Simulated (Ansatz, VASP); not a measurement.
Two plane-wave programs on TlCl

Contents of INCAR:

```
SYSTEM = TlCl
  PREC = Accurate
  ENCUT = 520
  EDIFF = 1E-7
  ISMEAR = 0
  SIGMA = 0.1
  LREAL = .False.
  LASPH = .True.
  NELM = 100
  ALGO = Normal
  ISIF = 2
  LWAVE = .False.
  LCHARG = .True.
  GGA = PS
  LELF = .True.
  LVHAR = .True.
  NBANDS = 17
```

File KPOINTS:

```
regular mesh
0
Gamma
  6 6 6
  0 0 0
```

Contents of POSCAR:

```
TlCl
1.0
    3.8340000000      0.0000000000      0.0000000000
    0.0000000000      3.8340000000      0.0000000000
    0.0000000000      0.0000000000      3.8340000000
Tl Cl
1 1
Direct
    0.0000000000      0.0000000000      0.0000000000
    0.5000000000      0.5000000000      0.5000000000
```

Input for Ansatz:

```yaml
crystal:
  lattice:
    - [3.834, 0.0, 0.0]
    - [0.0, 3.834, 0.0]
    - [0.0, 0.0, 3.834]
  atoms:
    - { symbol: Tl, position: [0.0, 0.0, 0.0] }
    - { symbol: Cl, position: [0.5, 0.5, 0.5] }
basis:
  ecutwfc: 420
kpoints:
  mp_grid: { grid: [6, 6, 6] }
hamiltonian:
  xc: pbesol
scf:
  occupations: { method: gaussian, width: 0.1 }
output:
  forces: true
  stress: true
  eigenvalues: true
```

Alike in both runs: task single point; functional PBEsol; k mesh 6 × 6 × 6; occupations gaussian, width 0.1 eV; no spin polarisation.

```csv
,VASP,Ansatz
version,VASP 6.6.1,Ansatz 0.2.0
potentials or method,"VASP PAW PBE potentials, release 64 (Tl_d, Cl)","scalar-relativistic, plane waves, PAW"
plane-wave cutoff (eV),520,420
valence electrons in the cell,20,20
```

Ansatz gave:

* gap on the k mesh at the Fermi level (eV): 1.93
* least direct gap on the mesh (eV): 1.93
* pressure (GPa): -1.3

Problem. What did VASP give for the same quantities?

Solution. gap on the k mesh at the Fermi level (eV): 1.94; least direct gap on the mesh (eV): 1.94; pressure (GPa): -1.4.

Caveats: the PAW data sets were made with another functional, which shifts forces and pressure a little (VASP); spin-orbit coupling is left out, which as a rule narrows the gap of such compounds by several tenths of an eV. As with any semilocal functional, this PBEsol gap is likely too small. A k mesh can miss the band edges.
